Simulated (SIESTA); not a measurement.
This SIESTA 5.4.2 run on C needs a look.

The input C.fdf:

```
SystemName                      C
SystemLabel                     C
NumberOfSpecies                 1
NumberOfAtoms                   8
%block ChemicalSpeciesLabel
  1   6 C
%endblock ChemicalSpeciesLabel

LatticeConstant                 1.0 Ang
%block LatticeVectors
     2.4560959400     0.0000000000     0.0000000000
    -1.2280479700     2.1270618200     0.0000000000
     0.0000000000     0.0000000000    25.7148879502
%endblock LatticeVectors
AtomicCoordinatesFormat         Fractional
%block AtomicCoordinatesAndAtomicSpecies
     0.0833794600     0.1667589200     0.2916598359  1  C
     0.4166205400     0.8332410800     0.2916598359  1  C
     0.5833794600     0.1667589200     0.4293862844  1  C
     0.9166205400     0.8332410800     0.4293862844  1  C
     0.0833794600     0.1667589200     0.5706137156  1  C
     0.4166205400     0.8332410800     0.5706137156  1  C
     0.5833794600     0.1667589200     0.7083401641  1  C
     0.9166205400     0.8332410800     0.7083401641  1  C
%endblock AtomicCoordinatesAndAtomicSpecies

%block kgrid.MonkhorstPack
   12   0   0  0.0
    0  12   0  0.0
    0   0   1  0.0
%endblock kgrid.MonkhorstPack
XC.Functional                   GGA
XC.Authors                      PBE
PAO.BasisSize                   DZP
PAO.EnergyShift                 0.003 Ry
Mesh.Cutoff                     500 Ry
OccupationFunction              FD
ElectronicTemperature           0.05 eV
Slab.DipoleCorrection           vacuum
MaxSCFIterations                2
SCF.MustConverge                true
SCF.Mixer.Method                Pulay
SCF.Mixer.Weight                0.25
SCF.Mixer.History               8
SCF.DM.Tolerance                5.0e-05
SCF.H.Tolerance                 1.0e-03 eV
WriteForces                     true
Charge.Mulliken                 end
Charge.Hirshfeld                end
Charge.Voronoi                  end
SaveRho                         true
SaveElectrostaticPotential      true
```

Potentials or basis: PseudoDojo 0.4 standard (PBE files), DZP (energy shift 0.003 Ry).

The run is started by

```sh
$ siesta < C.fdf > C.out 2>&1
```

C.out:

```text
Version         : 5.4.2

                           ***********************
                           *  WELCOME TO SIESTA  *
                           ***********************

 NOTE: Siesta V5 introduces some new defaults for basis-set generation
 NOTE: which might lead to slightly different numerical results.
 NOTE: Please see the manual for full details and compatibility measures.

reinit: Reading from standard input
reinit: Dumping input in INPUT_TMP.40974
************************** Dump of input data file ****************************
SystemName                      C
SystemLabel                     C
NumberOfSpecies                 1
NumberOfAtoms                   8
%block ChemicalSpeciesLabel
  1   6 C
%endblock ChemicalSpeciesLabel
LatticeConstant                 1.0 Ang
%block LatticeVectors
     2.4560959400     0.0000000000     0.0000000000
    -1.2280479700     2.1270618200     0.0000000000
     0.0000000000     0.0000000000    25.7148879502
%endblock LatticeVectors
AtomicCoordinatesFormat         Fractional
[... 377 lines left out ...]

stepf: Fermi-Dirac step function
Dipole moment in unit cell =       0.0000       0.0000       0.0000 D
Electric field for dipole correction =    -0.000000    -0.000000    -0.000000 eV/Ang/e

siesta: Program's energy decomposition (eV):
siesta: Ebs     =      -420.785259
siesta: Eions   =      2257.293670
siesta: Ena     =       607.622007
siesta: Ekin    =       925.311029
siesta: Enl     =       -49.671195
siesta: Eso     =         0.000000
siesta: Edftu   =         0.000000
siesta: DEna    =       -66.890721
siesta: DUscf   =         5.570940
siesta: DUext   =         0.000000
siesta: Ex      =      -431.753561
siesta: Ec      =       -40.845772
siesta: Exc     =      -472.599333
siesta: EbV     =         0.000000
siesta: eta*DQ  =         0.000000
siesta: Emadel  =         0.000000
siesta: Emeta   =         0.000000
siesta: Emolmec =         0.000000
siesta: Ekinion =         0.000000
siesta: Eharris =     -1292.566591
siesta: Etot    =     -1307.950944
siesta: FreeEng =     -1307.954635

        iscf     Eharris(eV)        E_KS(eV)     FreeEng(eV)     dDmax    Ef(eV) dHmax(eV)
   scf:    1    -1292.566591    -1307.950944    -1307.954635  1.703007 -6.976327  4.126244
Dipole moment in unit cell =       0.0000       0.0000       0.0000 D
Electric field for dipole correction =    -0.000000    -0.000000    -0.000000 eV/Ang/e
   scf:    2    -1308.879410    -1308.427997    -1308.431421  0.133789 -6.266874  2.671240
SCF_NOT_CONV: SCF did not converge in maximum number of steps (required).
SCF_NOT_CONV: SCF did not converge in maximum number of steps (required).
Geom step, scf iteration, dDmax, dHmax:    0     2      0.133789     0.196332
Geom step, scf iteration, dDmax, dHmax:    0     2      0.133789     0.196332
```

Problem. What happened, and what is wrong with the input?

Solution. The calculation stopped without meeting its thresholds. The input holds a flaw that was put in on purpose: too few SCF iterations (MaxSCFIterations = 2; SCF.MustConverge = true).

A sound run on the same cell differs in these lines of the main input:
```diff
@@ -40,2 +40,2 @@
-MaxSCFIterations                2
-SCF.MustConverge                true
+MaxSCFIterations                120
+SCF.MustConverge                false
```
